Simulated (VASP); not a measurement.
# Sc (Pm-3m) in VASP: notebook

One crystal, Sc, is run at these levels: LDA; tasks: single point, relaxation of cell and atoms.

Everything below comes from runs of VASP 6.6.1. Logs are shortened: lines on timing, memory, paths and dates and some standing lists are left out, and cuts for length are marked.

### Step 1. The structure

Symmetry: Pm-3m, No. 221, cubic system. The conventional cell has a = 2.854 Å, b = 2.854 Å, c = 2.854 Å, α = 90.00°, β = 90.00°, γ = 90.00°. Around Sc (site symmetry m-3m) lie 6 Sc at 2.85 Å.

The cell was built by a generator and needn't be a form met in nature.

### Step 2. Single point, LDA

The input, INCAR:

```
SYSTEM = Sc
PREC = Accurate
ENCUT = 520
EDIFF = 1E-6
ISMEAR = -1
SIGMA = 0.05
LREAL = .False.
LASPH = .True.
NELM = 100
ALGO = Normal
ISIF = 2
LWAVE = .False.
LCHARG = .False.
NBANDS = 12
```

The input, KPOINTS:

```
regular mesh
0
Gamma
  7 7 7
  0 0 0
```

The input, POSCAR:

```
Sc
1.0
    2.8539085984      0.0000000000      0.0000000000
    0.0000000000      2.8539085984      0.0000000000
    0.0000000000      0.0000000000      2.8539085984
Sc
1
Direct
    0.0000000000      0.0000000000      0.0000000000
```

Potentials or basis: VASP PAW LDA potentials, release 64 (Sc_sv).

Command:

```
$ cat potpaw_LDA.64/Sc_sv/POTCAR > POTCAR
$ mpirun -np 1 vasp_std > vasp.out
```

OUTCAR:

```text
SYSTEM = Sc
   PREC = Accurate
   ENCUT = 520
   EDIFF = 1E-6
   ISMEAR = -1
   LREAL = .False.
   LASPH = .True.
   NELM = 100
   ISIF = 2

 ion  position               nearest neighbor table
   1  0.000  0.000  0.000-

  LATTYP: Found a simple cubic cell.
 ALAT       =     2.8539085984

  Lattice vectors:

 A1 = (   2.8539085984,   0.0000000000,   0.0000000000)
 A2 = (   0.0000000000,   2.8539085984,   0.0000000000)
 A3 = (   0.0000000000,   0.0000000000,   2.8539085984)

Analysis of symmetry for initial positions (statically):
=====================================================================
 Subroutine PRICEL returns:
 Original cell was already a primitive cell.

 Routine SETGRP: Setting up the symmetry group for a
 simple cubic supercell.

 Subroutine GETGRP returns: Found 48 space group operations
 (whereof 48 operations were pure point group operations)
 out of a pool of 48 trial point group operations.

The static configuration has the point symmetry O_h .

Analysis of symmetry for dynamics (positions and initial velocities):
=====================================================================
 Subroutine PRICEL returns:
 Original cell was already a primitive cell.

 Routine SETGRP: Setting up the symmetry group for a
 simple cubic supercell.

 Subroutine GETGRP returns: Found 48 space group operations
 (whereof 48 operations were pure point group operations)
 out of a pool of 48 trial point group operations.

The dynamic configuration has the point symmetry O_h .

 Subroutine INISYM returns: Found 48 space group operations
 (whereof 48 operations are pure point group operations),
 and found     1 'primitive' translations

----------------------------------------------------------------------------------------

                                     Primitive cell

  volume of cell :      23.2445

  direct lattice vectors                    reciprocal lattice vectors
     2.853908598  0.000000000  0.000000000     0.350396646  0.000000000  0.000000000
     0.000000000  2.853908598  0.000000000     0.000000000  0.350396646  0.000000000
     0.000000000  0.000000000  2.853908598     0.000000000  0.000000000  0.350396646

  length of vectors
     2.853908598  2.853908598  2.853908598     0.350396646  0.350396646  0.350396646

  position of ions in fractional coordinates (direct lattice)
     0.000000000  0.000000000  0.000000000

  ion indices of the primitive-cell ions
   primitive index   ion index
                 1           1

----------------------------------------------------------------------------------------

 KPOINTS: regular mesh

Automatic generation of k-mesh.
 Grid dimensions read from file:
 generate k-points for:    7    7    7

 Generating k-lattice:

  Cartesian coordinates                     Fractional coordinates (reciprocal lattice)
     0.050056664  0.000000000  0.000000000     0.142857143  0.000000000  0.000000000
     0.000000000  0.050056664  0.000000000     0.000000000  0.142857143  0.000000000
     0.000000000  0.000000000  0.050056664     0.000000000  0.000000000  0.142857143

  Length of vectors
     0.050056664  0.050056664  0.050056664

  Shift w.r.t. Gamma in fractional coordinates (k-lattice)
     0.000000000  0.000000000  0.000000000

 Subroutine IBZKPT returns following result:
 ===========================================

 Found     20 irreducible k-points:

 Following reciprocal coordinates:
            Coordinates               Weight
  0.000000  0.000000  0.000000      1.000000
  0.142857  0.000000  0.000000      6.000000
  0.285714  0.000000  0.000000      6.000000
  0.428571  0.000000  0.000000      6.000000
  0.142857  0.142857  0.000000     12.000000
  0.285714  0.142857  0.000000     24.000000
[... 12 lines left out ...]
  0.428571  0.428571  0.285714     24.000000
  0.428571  0.428571  0.428571      8.000000
   k-points           NKPTS =     20   k-points in BZ     NKDIM =     20   number of bands    NBANDS=     12
   number of dos      NEDOS =    301   number of ions     NIONS =      1
   total plane-waves  NPLWV =  13824
   dimension x,y,z NGX =    24 NGY =   24 NGZ =   24
   dimension x,y,z NGXF=    48 NGYF=   48 NGZF=   48
   ions per type =               1
   NGX,Y,Z   is equivalent  to a cutoff of  13.98, 13.98, 13.98 a.u.
   NGXF,Y,Z  is equivalent  to a cutoff of  27.96, 27.96, 27.96 a.u.
 SYSTEM =  Sc
   PREC   = accura    normal or accurate (medium, high low for compatibility)
   ISTART =      0    job   : 0-new  1-cont  2-samecut
   ICHARG =      2    charge: 1-file 2-atom 10-const
   ISPIN  =      1    spin polarized calculation?
   LNONCOLLINEAR =      F non collinear calculations
   LSORBIT =      F    spin-orbit coupling
   LASPH  =      T    aspherical Exc in radial PAW
   ENCUT  =  520.0 eV  38.22 Ry    6.18 a.u.   5.31  5.31  5.31*2*pi/ulx,y,z
   NELM   =    100;   NELMIN=  2; NELMDL= -5     # of ELM steps
   EDIFF  = 0.1E-05   stopping-criterion for ELM
[... 8 lines left out ...]
   TEBEG  =    0.0;   TEEND  =   0.0 temperature during run
   PSTRESS=    0.0 pullay stress
   NELECT =      11.0000    total number of electrons
   NUPDOWN=      -1.0000    fix difference up-down
   EMIN   =  10.00;   EMAX   =-10.00  energy-range for DOS
   EFERMI =   0.00;   METHOD = LEGACY
   ISMEAR =    -1;   SIGMA  =   0.05  broadening in eV -4-tet -1-fermi 0-gaus
   EFERMI_NEDOS =   21; number of points for ismear=-14 and -15
   IALGO  =     38    algorithm
   IMIX   =      4    mixing-type and parameters
     AMIX     =   0.40;   BMIX     =  1.00
     AMIX_MAG =   1.60;   BMIX_MAG =  1.00
  volume/ion in A,a.u.               =      23.24       156.86
  Fermi-wavevector in a.u.,A,eV,Ry     =   1.275750  2.410818 22.144009  1.627539
  Thomas-Fermi vector in A             =   2.408445
   LORBIT       =      0    0 simple, 1 ext, 2 COOP (PROOUT), +10 PAW based schemes
   GGA     = CA    functional components
   LHFCALC =     F    Hartree Fock is set to
   AEXX    =    0.0000 exact exchange contribution
   IVDW    =     0    specifies the selected vdW correction
   LEPSILON=     F    determine dielectric tensor
   LRPA    =     F    only Hartree local field effects (RPA)
 non-spin polarized calculation
  energy-cutoff  :      520.00
  volume of cell :       23.24
 maximum number of plane-waves:       639
 NGX is ok and might be reduce to    24
   NGX = 11   NGY = 11   NGZ = 11

 number of electron      11.0000002 magnetization

 Free energy of the ion-electron system (eV)
  ---------------------------------------------------
  ext. energy  EPLUGINS =         0.00000000
  ---------------------------------------------------
  free energy    TOTEN  =        -5.99932055 eV

  energy without entropy =       -5.98206587  energy(sigma->0) =       -5.99069321

 E-fermi :   3.8930     XC(G=0): -10.3204

 val. band max:        3.8659475958   @ k =   0.4286   0.0000   0.0000
 cond. band min:       3.8930529224   @ k =   0.4286   0.0000   0.0000
 fundamental gap:      0.0271053266
 Fermi energy:         3.8930231318

 k-point     1 :       0.0000    0.0000    0.0000
  band No.  band energies     occupation
      1     -44.9586      2.00000
      2     -23.5508      2.00000
      3     -23.5508      2.00000
      4     -23.5508      2.00000
      5      -1.2303      2.00000
      6       3.2470      2.00000
      7       3.2470      2.00000
      8       8.1469      0.00000
      9       8.1469      0.00000
     10       8.1469      0.00000
     11      17.1945      0.00000
     12      17.1945      0.00000

 k-point     2 :       0.1429    0.0000    0.0000
  band No.  band energies     occupation
      1     -44.9392      2.00000
      2     -23.6997      2.00000
      3     -23.5381      2.00000
      4     -23.5381      2.00000
      5      -0.7803      2.00000
      6       3.3653      1.99995
      7       3.5476      1.99800
      8       7.7350      0.00000
      9       7.7350      0.00000
     10       8.1778      0.00000
     11      14.8450      0.00000
     12      17.9429      0.00000

 k-point     3 :       0.2857    0.0000    0.0000
  band No.  band energies     occupation
      1     -44.8955      2.00000
      2     -24.0237      2.00000
      3     -23.5094      2.00000
      4     -23.5094      2.00000
      5       0.4041      2.00000
      6       3.6475      1.98536
      7       4.0844      0.04263
      8       6.9480      0.00000
      9       6.9480      0.00000
     10       8.2480      0.00000
     11      12.0996      0.00000
     12      19.4874      0.00000
[... 226 lines left out ...]
 k-point    19 :       0.4286    0.4286    0.2857
  band No.  band energies     occupation
      1     -44.7079      2.00000
      2     -24.1082      2.00000
      3     -24.1039      2.00000
      4     -23.8467      2.00000
      5       2.7139      2.00000
      6       4.1079      0.02682
      7       4.2158      0.00314
      8       6.6811      0.00000
      9       8.5549      0.00000
     10      10.3837      0.00000
     11      12.3438      0.00000
     12      13.4164      0.00000

 k-point    20 :       0.4286    0.4286    0.4286
  band No.  band energies     occupation
      1     -44.6753      2.00000
      2     -24.0754      2.00000
      3     -24.0696      2.00000
      4     -24.0696      2.00000
      5       3.1499      2.00000
      6       3.4790      1.99949
      7       3.4790      1.99949
      8       8.6822      0.00000
      9       8.6822      0.00000
     10      11.6975      0.00000
     11      12.4146      0.00000
     12      13.8717      0.00000

------------------------ aborting loop because EDIFF is reached ----------------------------------------

  FORCE on cell =-STRESS in cart. coord.  units (eV):
  Direction    XX          YY          ZZ          XY          YZ          ZX
  --------------------------------------------------------------------------------------
  -------------------------------------------------------------------------------------
  Total        0.0073922      0.0073922      0.0073922      0.0000000     -0.0000000      0.0000000
  in kB        0.5095201      0.5095201      0.5095201      0.0000000     -0.0000000      0.0000000
  external PRESSURE =       0.5095201 kB  Pullay stress =       0.0000000 kB

 VOLUME and BASIS-vectors are now :
 -----------------------------------------------------------------------------
  energy-cutoff  :      520.00
  volume of cell :       23.24
      direct lattice vectors                 reciprocal lattice vectors
     2.853908598  0.000000000  0.000000000     0.350396646  0.000000000  0.000000000
     0.000000000  2.853908598  0.000000000     0.000000000  0.350396646  0.000000000
     0.000000000  0.000000000  2.853908598     0.000000000  0.000000000  0.350396646

 POSITION                                       TOTAL-FORCE (eV/Angst)
 -----------------------------------------------------------------------------------
      0.00000      0.00000      0.00000         0.000000      0.000000      0.000000
 -----------------------------------------------------------------------------------
    total drift:                               -0.000000      0.000000      0.000000

  FREE ENERGIE OF THE ION-ELECTRON SYSTEM (eV)
  ---------------------------------------------------
  free  energy   TOTEN  =        -5.9993205493 eV

  energy  without entropy=       -5.9820658702  energy(sigma->0) =       -5.99069321
```

Wall time 2.9 s (1 thread of Intel Xeon Platinum 8375C at 2.90GHz (Ice Lake), shared host); peak memory 0.12 GiB.

What came out:

* Free energy: -5.9993 eV
* Pressure: 0.1 GPa
* Band gap on the k mesh: none (metal or under the smearing width)

### Step 3. Relaxation of cell and atoms, LDA

The input, INCAR:

```
PREC = Accurate ; ENCUT = 600
EDIFF = 1E-6 ; ISMEAR = -1
SIGMA = 0.05 ; LREAL = False
LASPH = True ; NELM = 100
ALGO = Normal ; ISIF = 3
LWAVE = False ; LCHARG = False
GGA = CA ; IBRION = 2
NSW = 60 ; EDIFFG = -0.03
```

The input, KPOINTS:

```
regular mesh
0
Gamma
  7 7 7
```

POSCAR is that of step 2.

Potentials or basis: VASP PAW LDA potentials, release 64 (Sc_sv).

Command:

```
$ cat potpaw_LDA.64/Sc_sv/POTCAR > POTCAR
$ mpirun -np 1 vasp_std > vasp.out
```

OUTCAR:

```text
PREC = Accurate
   ENCUT = 600
   EDIFF = 1E-6
   ISMEAR = -1
   LREAL = False
   LASPH = True
   NELM = 100
   ISIF = 3
   GGA = CA
   IBRION = 2
   NSW = 60
   EDIFFG = -0.03

 ion  position               nearest neighbor table
   1  0.000  0.000  0.000-

  LATTYP: Found a simple cubic cell.
 ALAT       =     2.8539085984

  Lattice vectors:

 A1 = (   2.8539085984,   0.0000000000,   0.0000000000)
 A2 = (   0.0000000000,   2.8539085984,   0.0000000000)
 A3 = (   0.0000000000,   0.0000000000,   2.8539085984)

Analysis of symmetry for initial positions (statically):
=====================================================================
 Subroutine PRICEL returns:
 Original cell was already a primitive cell.

 Routine SETGRP: Setting up the symmetry group for a
 simple cubic supercell.

 Subroutine GETGRP returns: Found 48 space group operations
 (whereof 48 operations were pure point group operations)
 out of a pool of 48 trial point group operations.

The static configuration has the point symmetry O_h .

Analysis of symmetry for dynamics (positions and initial velocities):
=====================================================================
 Subroutine PRICEL returns:
 Original cell was already a primitive cell.

 Routine SETGRP: Setting up the symmetry group for a
 simple cubic supercell.

 Subroutine GETGRP returns: Found 48 space group operations
 (whereof 48 operations were pure point group operations)
 out of a pool of 48 trial point group operations.

The dynamic configuration has the point symmetry O_h .

 Subroutine INISYM returns: Found 48 space group operations
 (whereof 48 operations are pure point group operations),
 and found     1 'primitive' translations

[... 108 lines left out ...]
  volume/ion in A,a.u.               =      23.24       156.86
  Fermi-wavevector in a.u.,A,eV,Ry     =   1.275750  2.410818 22.144009  1.627539
  Thomas-Fermi vector in A             =   2.408445
   LORBIT       =      0    0 simple, 1 ext, 2 COOP (PROOUT), +10 PAW based schemes
   GGA     = CA    functional components
   LHFCALC =     F    Hartree Fock is set to
   AEXX    =    0.0000 exact exchange contribution
   IVDW    =     0    specifies the selected vdW correction
   LEPSILON=     F    determine dielectric tensor
   LRPA    =     F    only Hartree local field effects (RPA)
 conjugate gradient relaxation of ions
 non-spin polarized calculation
  energy-cutoff  :      600.00
  volume of cell :       23.24
 maximum number of plane-waves:       787
 NGX is ok and might be reduce to    24
   NGX = 11   NGY = 11   NGZ = 11

 number of electron      11.0000002 magnetization

 Free energy of the ion-electron system (eV)
  ---------------------------------------------------
  ext. energy  EPLUGINS =         0.00000000
  ---------------------------------------------------
  free energy    TOTEN  =        -5.99934109 eV

  energy without entropy =       -5.98208628  energy(sigma->0) =       -5.99071369

 E-fermi :   3.8930     XC(G=0): -10.3204

 val. band max:        3.8659416461   @ k =   0.4286   0.0000   0.0000
 cond. band min:       3.8930048484   @ k =   0.4286   0.0000   0.0000
 fundamental gap:      0.0270632023
 Fermi energy:         3.8929978271

 k-point     1 :       0.0000    0.0000    0.0000
  band No.  band energies     occupation
      1     -44.9583      2.00000
      2     -23.5509      2.00000
      3     -23.5509      2.00000
      4     -23.5509      2.00000
      5      -1.2303      2.00000
      6       3.2470      2.00000
      7       3.2470      2.00000
      8       8.1468      0.00000
      9       8.1468      0.00000
[... 217 lines left out ...]
 k-point    20 :       0.4286    0.4286    0.4286
  band No.  band energies     occupation
      1     -44.6751      2.00000
      2     -24.0754      2.00000
      3     -24.0696      2.00000
      4     -24.0696      2.00000
      5       3.1499      2.00000
      6       3.4790      1.99949
      7       3.4790      1.99949
      8       8.6823      0.00000
      9       8.6823      0.00000

------------------------ aborting loop because EDIFF is reached ----------------------------------------

  FORCE on cell =-STRESS in cart. coord.  units (eV):
  Direction    XX          YY          ZZ          XY          YZ          ZX
  --------------------------------------------------------------------------------------
  -------------------------------------------------------------------------------------
  Total        0.0130120      0.0130120      0.0130120     -0.0000000     -0.0000000      0.0000000
  in kB        0.8968828      0.8968828      0.8968828     -0.0000000     -0.0000000      0.0000000
  external PRESSURE =       0.8968828 kB  Pullay stress =       0.0000000 kB

 VOLUME and BASIS-vectors are now :
 -----------------------------------------------------------------------------
  energy-cutoff  :      600.00
  volume of cell :       23.24
      direct lattice vectors                 reciprocal lattice vectors
     2.853908598  0.000000000  0.000000000     0.350396646  0.000000000  0.000000000
     0.000000000  2.853908598  0.000000000     0.000000000  0.350396646  0.000000000
     0.000000000  0.000000000  2.853908598     0.000000000  0.000000000  0.350396646

 POSITION                                       TOTAL-FORCE (eV/Angst)
 -----------------------------------------------------------------------------------
      0.00000      0.00000      0.00000         0.000000      0.000000      0.000000
 -----------------------------------------------------------------------------------
    total drift:                                0.000000      0.000000      0.000000

  FREE ENERGIE OF THE ION-ELECTRON SYSTEM (eV)
  ---------------------------------------------------
  free  energy   TOTEN  =        -5.9993410904 eV

  energy  without entropy=       -5.9820862800  energy(sigma->0) =       -5.99071369

 reached required accuracy - stopping structural energy minimisation
```

OSZICAR:

```text
N       E                     dE             d eps       ncg     rms          rms(c)
DAV:   1     0.868519819966E+02    0.86852E+02   -0.57359E+03   360   0.138E+03
DAV:   2    -0.439372107501E+01   -0.91246E+02   -0.90692E+02   362   0.340E+02
DAV:   3    -0.654278721338E+01   -0.21491E+01   -0.20749E+01   562   0.713E+01
DAV:   4    -0.656865158682E+01   -0.25864E-01   -0.25540E-01   497   0.605E+00
DAV:   5    -0.656893920622E+01   -0.28762E-03   -0.28585E-03   610   0.597E-01    0.563E+00
DAV:   6    -0.606281055792E+01    0.50613E+00   -0.13050E+00   548   0.176E+01    0.161E+00
DAV:   7    -0.600488846201E+01    0.57922E-01   -0.18615E-01   571   0.577E+00    0.442E-01
DAV:   8    -0.599939940154E+01    0.54891E-02   -0.10790E-02   440   0.190E+00    0.135E-01
DAV:   9    -0.599934553946E+01    0.53862E-04   -0.99157E-04   563   0.457E-01    0.352E-02
DAV:  10    -0.599935127471E+01   -0.57353E-05   -0.20409E-04   553   0.181E-01    0.176E-02
DAV:  11    -0.599934118300E+01    0.10092E-04   -0.31379E-05   560   0.675E-02    0.195E-03
DAV:  12    -0.599934109036E+01    0.92641E-07   -0.17072E-07   253   0.618E-03
   1 F= -.59993411E+01 E0= -.59907137E+01  d E =-.599934E+01
```

Wall time 2.5 s (1 thread of Intel Xeon Platinum 8375C at 2.90GHz (Ice Lake), shared host); peak memory 0.12 GiB.

What came out:

* Free energy: -5.9993 eV
* Pressure after relaxing: 0.1 GPa
* Band gap on the k mesh: none (metal or under the smearing width)

Final structure:
```yaml
crystal:
  lattice:
    - [2.85391, 0.00000, 0.00000]
    - [0.00000, 2.85391, 0.00000]
    - [0.00000, 0.00000, 2.85391]
  atoms:
    - { symbol: Sc, position: [0.00000, 0.00000, 0.00000] }
```

Levels at points of the mesh, in eV from the Fermi level:
| k point | band 2 | band 3 | band 4 | band 5 | band 6 | band 7 | band 8 | band 9 |
| --- | --- | --- | --- | --- | --- | --- | --- | --- |
| (0.00, 0.00, 0.00) | -27.44 | -27.44 | -27.44 | -5.12 | -0.65 | -0.65 | 4.25 | 4.25 |

Caveat: the relaxation stopped at its first step, so nothing moved.

(Part 1 of 2 ends here.)
